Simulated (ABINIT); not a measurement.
# CoO (Fm-3m) in ABINIT: notebook

One crystal, CoO, is run at these levels: LDA, PBEsol; tasks: single point.

Program: ABINIT 10.8.3 (patched build). These are calculated values, not measurements. Logs are shortened: lines on timing, memory, paths and dates and some standing lists are left out, and cuts for length are marked. The log counts tension as positive stress, the text compression.

## (1) Starting point

The structure is cubic, space group Fm-3m (No. 225). Conventional cell: a = 4.263 Å, b = 4.263 Å, c = 4.263 Å, α = 90.00°, β = 90.00°, γ = 90.00°. Around Co (site symmetry m-3m) lie 6 O at 2.13 Å. O (site symmetry m-3m) has 6 Co at 2.13 Å as nearest neighbours.

## (2) Single point, LDA, collinear spin, ferromagnetic start

run.abi reads:

```
pp_dirpath "./"
pseudos "Co.LDA_PW-JTH.xml, O.LDA_PW-JTH.xml"

acell 3*1.0
rprim
     0.0000000000     4.0279512346     4.0279512346
     4.0279512346     0.0000000000     4.0279512346
     4.0279512346     4.0279512346     0.0000000000
ntypat 2
znucl 27 8
natom 2
typat 1 2
xred
     0.0000000000     0.0000000000     0.0000000000
     0.5000000000     0.5000000000     0.5000000000

ecut 23.0
pawecutdg 45.0

kptopt 1
ngkpt 7 7 7
nshiftk 1
shiftk 0.0 0.0 0.0

ixc 7

nband 16
occopt 3
tsmear 0.05 eV

nsppol 2
spinat
     0.0000000000     0.0000000000     2.0000000000
     0.0000000000     0.0000000000     0.0000000000

nstep 100
tolvrs 1.0e-9

iomode 3
prtwf 0
prtden 0
prteig 0
prtebands 0
enunit 2
```

Potentials or basis: JTH PAW LDA v2.0.

Launch:

```bash
abinit run.abi > log 2>&1
```

run.abo:

```text
.Version 10.8.3 of ABINIT
 Symmetries : space group Fm -3 m (#225); Bravais cF (face-center cubic)
================================================================================
 Values of the parameters that define the memory need of the present run
     intxc =       0    ionmov =       0      iscf =      17    lmnmax =      18
     lnmax =       6     mgfft =      27  mpssoang =       3    mqgrid =    3001
     natom =       2  nloc_mem =       2    nspden =       2   nspinor =       1
    nsppol =       2      nsym =      48    n1xccc =       1    ntypat =       2
    occopt =       3   xclevel =       1
       mpw =         700          nfft =       19683          nkpt =          20
 PAW method is used; the additional fine FFT grid is defined by:
   mgfftf=        36    nfftf =     46656
================================================================================
================================================================================

--------------------------------------------------------------------------------
------------- Echo of variables that govern the present computation ------------
--------------------------------------------------------------------------------
 -outvars: echo values of preprocessed input variables --------
            acell      1.0000000000E+00  1.0000000000E+00  1.0000000000E+00 Bohr
              amu      5.89332000E+01  1.59994000E+01
             ecut      2.30000000E+01 Hartree
           enunit           2
              ixc           7
         kptrlatt        7    0    0      0    7    0      0    0    7
          kptrlen      3.98746829E+01
            natom           2
            nband          16
            ngfft          27      27      27
          ngfftdg          36      36      36
             nkpt          20
           nspden           2
           nsppol           2
            nstep         100
             nsym          48
           ntypat           2
           occopt           3
        pawecutdg      4.50000000E+01 Hartree
           prtden           0
        prtebands           0
           prteig           0
            prtwf           0
            rprim      0.0000000000E+00  4.0279512346E+00  4.0279512346E+00
                       4.0279512346E+00  0.0000000000E+00  4.0279512346E+00
                       4.0279512346E+00  4.0279512346E+00  0.0000000000E+00
          spgroup         225
           spinat      0.0000000000E+00  0.0000000000E+00  2.0000000000E+00
                       0.0000000000E+00  0.0000000000E+00  0.0000000000E+00
           tolvrs      1.00000000E-09
           tsmear      1.83746611E-03 Hartree
            typat      1  2
           useylm           1
           xangst      0.0000000000E+00  0.0000000000E+00  0.0000000000E+00
                       2.1314999985E+00  2.1314999985E+00  2.1314999985E+00
            xcart      0.0000000000E+00  0.0000000000E+00  0.0000000000E+00
                       4.0279512346E+00  4.0279512346E+00  4.0279512346E+00
             xred      0.0000000000E+00  0.0000000000E+00  0.0000000000E+00
                       5.0000000000E-01  5.0000000000E-01  5.0000000000E-01
            znucl       27.00000    8.00000

================================================================================

 chkinp: Checking input parameters for consistency.

================================================================================
== DATASET  1 ==================================================================

--- !DatasetInfo
iteration_state: {dtset: 1, }
dimensions: {natom: 2, nkpt: 20, mband: 16, nsppol: 2, nspinor: 1, nspden: 2, mpw: 700, }
cutoff_energies: {ecut:  23.0, pawecutdg:  45.0, }
electrons: {nelect:   2.30000000E+01, charge:   0.00000000E+00, occopt:   3.00000000E+00, tsmear:   1.83746611E-03, }
meta: {optdriver: 0, ionmov: 0, optcell: 0, iscf: 17, paral_kgb: 0, }
...

 Exchange-correlation functional for the present dataset will be:
  LDA: Perdew-Wang 92 LSD fit to Ceperley-Alder data - ixc=7
  J.P.Perdew and Y.Wang, PRB 45, 13244 (1992)

 Real(R)+Recip(G) space primitive vectors, cartesian coordinates (Bohr,Bohr^-1):
 R(1)=  0.0000000  4.0279512  4.0279512  G(1)= -0.1241326  0.1241326  0.1241326
 R(2)=  4.0279512  0.0000000  4.0279512  G(2)=  0.1241326 -0.1241326  0.1241326
 R(3)=  4.0279512  4.0279512  0.0000000  G(3)=  0.1241326  0.1241326 -0.1241326
 Unit cell volume ucvol=  1.3070211E+02 bohr^3
 Angles (23,13,12)=  6.00000000E+01  6.00000000E+01  6.00000000E+01 degrees

 Coarse grid specifications (used for wave-functions):

[... 103 lines left out ...]
    Atom    Radius    up_density   dn_density  Total(up+dn)  Diff(up-dn)
    1 Co   2.10903     7.685702     7.685709     15.371411    -0.000006
    2  O   1.41465     2.210575     2.210574      4.421149     0.000000
 ------------------------------------------------------------------------------------------------------------
  Sum:                 9.896277     9.896283     19.792560    -0.000006
 Total magnetization (from the atomic spheres):               -0.000006
 Total magnetization (exact up - dn):                         -0.000007

================================================================================

 ----iterations are completed or convergence reached----

 Mean square residual over all n,k,spin=   10.485E-09; max=  34.582E-07
 reduced coordinates (array xred) for    2 atoms
       0.000000000000      0.000000000000      0.000000000000
       0.500000000000      0.500000000000      0.500000000000
 rms dE/dt=  0.0000E+00; max dE/dt=  0.0000E+00; dE/dt below (all hartree)
    1       0.000000000000      0.000000000000      0.000000000000
    2       0.000000000000      0.000000000000      0.000000000000

 cartesian coordinates (angstrom) at end:
    1      0.00000000000000     0.00000000000000     0.00000000000000
    2      2.13149999853289     2.13149999853289     2.13149999853289

 cartesian forces (hartree/bohr) at end:
    1     -0.00000000000000    -0.00000000000000    -0.00000000000000
    2     -0.00000000000000    -0.00000000000000    -0.00000000000000
 frms,max,avg= 0.0000000E+00 0.0000000E+00   0.000E+00  0.000E+00  0.000E+00 h/b

 cartesian forces (eV/Angstrom) at end:
    1     -0.00000000000000    -0.00000000000000    -0.00000000000000
    2     -0.00000000000000    -0.00000000000000    -0.00000000000000
 frms,max,avg= 0.0000000E+00 0.0000000E+00   0.000E+00  0.000E+00  0.000E+00 e/A
 length scales=  1.000000000000  1.000000000000  1.000000000000 bohr
              =  0.529177210544  0.529177210544  0.529177210544 angstroms
 Fermi (or HOMO) energy (hartree) =   0.35922   Average Vxc (hartree)=  -0.45620
 Magnetization (Bohr magneton)=  6.57950666E-06
 Total spin up =  1.14999967E+01   Total spin down =  1.15000033E+01
 Eigenvalues (hartree) for nkpt=  20  k points, SPIN UP:
 kpt#   1, nband= 16, wtk=  0.00292, kpt=  0.0000  0.0000  0.0000 (reduced coord)
  -3.08648   -1.75277   -1.75277   -1.75277   -0.37615    0.23855    0.23855    0.23855
   0.31202    0.31202    0.31202    0.31881    0.31881    0.40729    0.98099    1.03949
      occupation numbers for kpt#   1
   1.00000    1.00000    1.00000    1.00000    1.00000    1.00000    1.00000    1.00000
   1.00000    1.00000    1.00000    1.00000    1.00000    0.00000    0.00000    0.00000
 prteigrs : prtvol=0 or 1, do not print more k-points.

 Eigenvalues (hartree) for nkpt=  20  k points, SPIN DOWN:
 kpt#   1, nband= 16, wtk=  0.00292, kpt=  0.0000  0.0000  0.0000 (reduced coord)
  -3.08648   -1.75277   -1.75277   -1.75277   -0.37615    0.23855    0.23855    0.23855
   0.31202    0.31202    0.31202    0.31881    0.31881    0.40729    0.98099    1.03949
      occupation numbers for kpt#   1
   1.00000    1.00000    1.00000    1.00000    1.00000    1.00000    1.00000    1.00000
   1.00000    1.00000    1.00000    1.00000    1.00000    0.00000    0.00000    0.00000
 prteigrs : prtvol=0 or 1, do not print more k-points.

 Fermi (or HOMO) energy (eV) =   9.77487   Average Vxc (eV)= -12.41392
 Eigenvalues (   eV  ) for nkpt=  20  k points, SPIN UP:
 kpt#   1, nband= 16, wtk=  0.00292, kpt=  0.0000  0.0000  0.0000 (reduced coord)
 -83.98739  -47.69530  -47.69530  -47.69530  -10.23558    6.49129    6.49129    6.49129
   8.49048    8.49048    8.49048    8.67523    8.67523   11.08303   26.69414   28.28610
 prteigrs : prtvol=0 or 1, do not print more k-points.

 Eigenvalues (   eV  ) for nkpt=  20  k points, SPIN DOWN:
 kpt#   1, nband= 16, wtk=  0.00292, kpt=  0.0000  0.0000  0.0000 (reduced coord)
 -83.98740  -47.69530  -47.69530  -47.69530  -10.23558    6.49129    6.49129    6.49129
   8.49048    8.49048    8.49048    8.67522    8.67522   11.08303   26.69414   28.28609
 prteigrs : prtvol=0 or 1, do not print more k-points.

--- !EnergyTerms
iteration_state     : {dtset: 1, }
comment             : Components of total free energy in Hartree
kinetic             :  1.92405949611488E+01
hartree             :  4.25170293550155E+01
xc                  : -5.92118291436819E+00
Ewald energy        : -1.06281430860341E+02
psp_core            :  3.36882703740797E+00
local_psp           : -1.41972204049912E+02
PAW spherical_terms :  2.64265811510821E+01
internal            : -1.62621785319967E+02
'-kT*entropy'       : -1.53157592741558E-03
total_energy        : -1.62623316895894E+02
total_energy_eV     : -4.42520588865675E+03
...

--- !EnergyTermsDC
iteration_state     : {dtset: 1, }
comment             : '"Double-counting" decomposition of free energy'
band_energy         : -1.40779393119207E+01
Ewald energy        : -1.06281430860341E+02
psp_core            :  3.36882703740797E+00
xc_dc               : -4.06861610753284E+01
PAW spherical_terms : -4.94507421500614E+00
internal            : -1.62621778425189E+02
'-kT*entropy'       : -1.53157592741558E-03
total_energy_dc     : -1.62623310001116E+02
total_energy_dc_eV  : -4.42520570104028E+03
...

--- !EnergyTermsWithPAWCore
iteration_state     : {dtset: 1, }
comment             : 'Components of total free energy, including PAW core contributions'
Total energy        : -1.46587605595587E+03
Total energy DC     : -1.46587604906109E+03
Total energy (eV)   : -3.98885195473504E+04
Total energy DC (eV): -3.98885193597339E+04
...

 Cartesian components of stress tensor (hartree/bohr^3)
  sigma(1 1)=  1.21686360E-03  sigma(3 2)=  0.00000000E+00
  sigma(2 2)=  1.21686360E-03  sigma(3 1)=  0.00000000E+00
  sigma(3 3)=  1.21686360E-03  sigma(2 1)=  0.00000000E+00

-Cartesian components of stress tensor (GPa)         [Pressure= -3.5801E+01 GPa]
- sigma(1 1)=  3.58013632E+01  sigma(3 2)=  0.00000000E+00
- sigma(2 2)=  3.58013632E+01  sigma(3 1)=  0.00000000E+00
- sigma(3 3)=  3.58013632E+01  sigma(2 1)=  0.00000000E+00

== END DATASET(S) ==============================================================
================================================================================

 -outvars: echo values of variables after computation  --------
            acell      1.0000000000E+00  1.0000000000E+00  1.0000000000E+00 Bohr
           etotal     -1.6262331000E+02
            fcart     -0.0000000000E+00 -0.0000000000E+00 -0.0000000000E+00
                      -0.0000000000E+00 -0.0000000000E+00 -0.0000000000E+00
            rprim      0.0000000000E+00  4.0279512346E+00  4.0279512346E+00
                       4.0279512346E+00  0.0000000000E+00  4.0279512346E+00
                       4.0279512346E+00  4.0279512346E+00  0.0000000000E+00
           strten      1.2168636031E-03  1.2168636031E-03  1.2168636031E-03
                       0.0000000000E+00  0.0000000000E+00  0.0000000000E+00
           xangst      0.0000000000E+00  0.0000000000E+00  0.0000000000E+00
                       2.1314999985E+00  2.1314999985E+00  2.1314999985E+00
             xred      0.0000000000E+00  0.0000000000E+00  0.0000000000E+00
                       5.0000000000E-01  5.0000000000E-01  5.0000000000E-01
 Calculation completed.
```

Wall time 25 s (1 thread of Arm Neoverse V2, shared host); peak memory 0.09 GiB.

What came out:

* Free energy: -4425.2057 eV
* Band gap on the k mesh: none (metal or under the smearing width)
* Net moment: 0.00 μB per cell
* Valence electrons inside the program's atomic spheres: Co 15.37; O 4.42

Levels at points of the mesh, in eV from the Fermi level:
Spin up:
| k point | band 8 | band 9 | band 10 | band 11 | band 12 | band 13 | band 14 | band 15 | band 16 |
| --- | --- | --- | --- | --- | --- | --- | --- | --- | --- |
| (0.00, 0.00, 0.00) | -3.28 | -1.28 | -1.28 | -1.28 | -1.10 | -1.10 | 1.31 | 16.92 | 18.51 |
Spin down:
| k point | band 9 | band 10 | band 11 | band 12 | band 13 | band 14 | band 15 | band 16 |
| --- | --- | --- | --- | --- | --- | --- | --- | --- |
| (0.00, 0.00, 0.00) | -1.28 | -1.28 | -1.28 | -1.10 | -1.10 | 1.31 | 16.92 | 18.51 |

Caveat: the k mesh is coarse (spacing up to 0.36 Å⁻¹), so the values aren't converged; the cutoff is too short for stress, so the log's stress isn't used; the starting moments collapsed, and a magnetic state may lie lower; semilocal functionals often make such compounds metallic where correlation or magnetic order opens a gap, which also shifts bond lengths.

## (3) Single point, LDA, collinear spin, ferromagnetic start

run.abi reads:

```
# Pseudopotentials
pp_dirpath "./"
pseudos "Co.LDA_PW-JTH.xml, O.LDA_PW-JTH.xml"

# Structure
acell 3.0143962082 3.0143962082 3.0143962082 Angstrom
rprim
     0.0000000000     0.7071067812     0.7071067812
     0.7071067812     0.0000000000     0.7071067812
     0.7071067812     0.7071067812     0.0000000000
ntypat 2
znucl 27 8
natom 2
typat 1 2
xred
     0.0000000000     0.0000000000     0.0000000000
     0.5000000000     0.5000000000     0.5000000000

# Plane-wave basis
ecut 625.861884 eV
pawecutdg 45.0

# k points
kptopt 1
ngkpt 4 4 4
nshiftk 1
shiftk 0.0 0.0 0.0

# Exchange and correlation
ixc 7

# Bands and occupations
nband 16
occopt 3
tsmear 0.05 eV

# Spin
nsppol 2
spinat
     0.0000000000     0.0000000000     2.0000000000
     0.0000000000     0.0000000000     0.0000000000

# SCF cycle
nstep 100
tolvrs 1.0e-9

# Output
iomode 3
prtwf 0
prtden 0
prteig 0
prtebands 0
enunit 2
prtvol 2
```

Potentials or basis: JTH PAW LDA v2.0.

Launch:

```bash
abinit run.abi > log 2>&1
```

It took 6.9 s on 1 thread of Arm Neoverse V2, shared host; peak memory 0.08 GiB.

The run converged. Its results:

```yaml
Free_energy: -4425.6123 eV
Band_gap_on_the_k_mesh: none (metal or under the smearing width)
Net_moment: 2.39 μB per cell
Site_moments: Co +2.15; O +0.18 μB
Valence_electrons_inside_the_program's_atomic_spheres: Co 15.31; O 4.45
```

Levels at points of the mesh, in eV from the Fermi level:
Spin up:
| k point | band 10 | band 11 | band 12 | band 13 | band 14 | band 15 | band 16 |
| --- | --- | --- | --- | --- | --- | --- | --- |
| (0.00, 0.00, 0.00) | -2.85 | -2.85 | -2.83 | -2.83 | 0.79 | 16.48 | 17.80 |
| (0.50, 0.00, 0.00) | -2.06 | -1.60 | 0.27 | 0.27 | 4.78 | 8.98 | 13.08 |
| (0.50, 0.50, 0.00) | -2.45 | -1.94 | -1.78 | -1.78 | 5.57 | 9.43 | 11.49 |
Spin down:
| k point | band 8 | band 9 | band 10 | band 11 | band 12 | band 13 |
| --- | --- | --- | --- | --- | --- | --- |
| (0.00, 0.00, 0.00) | -3.06 | -1.13 | -1.13 | -1.13 | -0.52 | -0.52 |
| (0.50, 0.00, 0.00) | -5.10 | -0.15 | -0.15 | 0.13 | 2.14 | 2.14 |
| (0.50, 0.50, 0.00) | -4.27 | -2.28 | -0.05 | 0.15 | 0.15 | 0.43 |

Caveat: the k mesh is coarse (spacing up to 0.64 Å⁻¹), so the values aren't converged; the cutoff is too short for stress, so the log's stress isn't used; a cell with one magnetic atom can't hold antiferromagnetic order, which such compounds often take; semilocal functionals often make such compounds metallic where correlation or magnetic order opens a gap, which also shifts bond lengths.

## (4) Single point, PBEsol, collinear spin, ferromagnetic start

run.abi: that of step 3 with these lines changed.

```diff
@@ -2,3 +2,3 @@
 pp_dirpath "./"
-pseudos "Co.LDA_PW-JTH.xml, O.LDA_PW-JTH.xml"
+pseudos "Co.GGA_PBE-JTH.xml, O.GGA_PBE-JTH.xml"
 
@@ -19,3 +19,3 @@
 # Plane-wave basis
-ecut 625.861884 eV
+ecut 23.0
 pawecutdg 45.0
@@ -24,3 +24,3 @@
 kptopt 1
-ngkpt 4 4 4
+ngkpt 9 9 9
 nshiftk 1
@@ -29,3 +29,3 @@
 # Exchange and correlation
-ixc 7
+ixc -116133
 
@@ -52,3 +52,2 @@
 prtebands 0
-enunit 2
-prtvol 2
+enunit 1
```

Potentials or basis: JTH PAW PBE v2.0.

Launch:

```bash
abinit run.abi > log 2>&1
```

Wall time 60 s (1 thread of Arm Neoverse V2, shared host); peak memory 0.13 GiB.

The run converged. Its results:

| Property | Result |
| --- | --- |
| Free energy | -4418.3652 eV |
| Band gap on the k mesh | none (metal or under the smearing width) |
| Net moment | 2.95 μB per cell |
| Site moments | Co +2.58; O +0.30 μB |
| Valence electrons inside the program's atomic spheres | Co 15.26; O 4.48 |

Levels at points of the mesh, in eV from the Fermi level:
Spin up:
| k point | band 11 | band 12 | band 13 | band 14 | band 15 | band 16 |
| --- | --- | --- | --- | --- | --- | --- |
| (0.00, 0.00, 0.00) | -3.17 | -3.17 | -3.17 | 0.74 | 16.44 | 17.75 |
Spin down:
| k point | band 7 | band 8 | band 9 | band 10 | band 11 | band 12 | band 13 | band 14 |
| --- | --- | --- | --- | --- | --- | --- | --- | --- |
| (0.00, 0.00, 0.00) | -2.67 | -2.67 | -1.11 | -1.11 | -1.11 | -0.13 | -0.13 | 1.30 |

Caveat: the cutoff is too short for stress, so the log's stress isn't used; the PAW data sets were made with another functional, which shifts forces and pressure a little; a cell with one magnetic atom can't hold antiferromagnetic order, which such compounds often take; semilocal functionals often make such compounds metallic where correlation or magnetic order opens a gap, which also shifts bond lengths. With open d or f shells a metallic result of PBEsol can be an artefact of self-interaction; +U or a hybrid may open a gap.
